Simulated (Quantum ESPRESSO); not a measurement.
The system is MnO.

```
Mn O
1.0
     0.00000    2.22200    2.22200
     2.22200    0.00000    2.22200
     2.22200    2.22200    0.00000
Mn O
1 1
Cartesian
  0.0000 0.0000 0.0000
  2.2220 2.2220 2.2220
```

Alike in all runs: program Quantum ESPRESSO 7.5; functional PBEsol; potentials or basis PseudoDojo 0.4.1 SR PBEsol standard; cutoff 1306 eV; density cutoff 5225 eV; k mesh 7 × 7 × 7; occupations gaussian, width 0.05 eV; hubbard terms Mn d U = 2 eV.

Question: Only the start or the spin constraint differs. Which run ends lowest in energy?
A. collinear spin, zero start; state nm spin; fixed moment 0; occupations atomic
B. no spin polarisation; state nm; occupations atomic
C. collinear spin, ferromagnetic start of up to 5 μB; state fm; occupations atomic

Answer: C.

| start | free energy over the lowest (meV/atom) | net moment (μB) | site or absolute moments (μB) | gap |
| --- | --- | --- | --- | --- |
| collinear spin, ferromagnetic start of up to 5 μB; state fm; occupations atomic | 0.0 | 5.00 | Mn +4.23; O +0.23 | none (metal or under the smearing width) |
| collinear spin, zero start; state nm spin; fixed moment 0; occupations atomic | 1807.8 | 0.00 | absolute 0.00 | - |
| no spin polarisation; state nm; occupations atomic | 1807.8 | - | - | none (metal or under the smearing width) |

Allowing spin polarisation gains 1808 meV/atom. Runs with fixed or held moments lie higher by the price of the constraint. A still lower state may exist.

Caveats: a cell with one magnetic atom can't hold antiferromagnetic order, which such compounds often take (some runs); an odd number of electrons without spin polarisation forces a metal (some runs); a magnetic or distorted state may lie lower (some runs); U without spin polarisation on a metal has little footing (some runs); the total moment is fixed, so each spin has its own Fermi level (some runs).
